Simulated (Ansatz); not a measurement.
Lattice dynamics at Γ of CsBr (Pm-3m)

Perturbation theory with PBEsol in Ansatz 0.2.0 on the PBEsol cell, ground state and force constants on a 6×6×6 mesh. No spin polarisation and no zero-point or thermal motion.

Space group Pm-3m (No. 221), cubic; a = 4.246 Å in the conventional setting, 38.28 Å³ an atom. Cs is surrounded by 8 Br at 3.68 Å; Br is surrounded by 8 Cs at 3.68 Å.

```cif
data_structure
_symmetry_space_group_name_H-M 'Pm-3m'
_symmetry_Int_Tables_number 221
_cell_length_a 4.2461
_cell_length_b 4.2461
_cell_length_c 4.2461
_cell_angle_alpha 90.000
_cell_angle_beta 90.000
_cell_angle_gamma 90.000
_cell_volume 76.56
loop_
_atom_site_label
_atom_site_type_symbol
_atom_site_symmetry_multiplicity
_atom_site_Wyckoff_symbol
_atom_site_fract_x
_atom_site_fract_y
_atom_site_fract_z
_atom_site_occupancy
Cs1 Cs 1 a 0.00000 0.00000 0.00000 1
Br1 Br 1 b 0.50000 0.50000 0.50000 1
```

Optical modes without the longitudinal term:

| ω (cm⁻¹) | degeneracy | IR intensity, summed over the level ((D/Å)²/amu) |
| --- | --- | --- |
| 68 | 3 | 2.45 |

The optical mode at Γ lies at 68 cm⁻¹ without the longitudinal term. With the long-range field the highest mode reaches 109 cm⁻¹.

The electronic dielectric tensor ε∞ is 3.18 in all directions. With the ions relaxed, ε⁰ is 8.1 in all directions. Born charges, averaged over directions: Cs +1.33, Br -1.33 e.

With one polar mode in a cubic crystal the Lyddane-Sachs-Teller relation applies: (ω_LO/ω_TO)² = (108.6/68.2)² = 2.531, and ε⁰/ε∞ = 8.061/3.184 = 2.532. The refractive index √ε∞ is 1.78.

For comparison, on the r2SCAN cell the mean ε∞ is 2.87 with r2SCAN (ground state on 6×6×6; least gap 5.20 eV), 3.02 with PBE (ground state on 6×6×6; least gap 4.44 eV).

The runs are scalar-relativistic, without spin-orbit coupling.
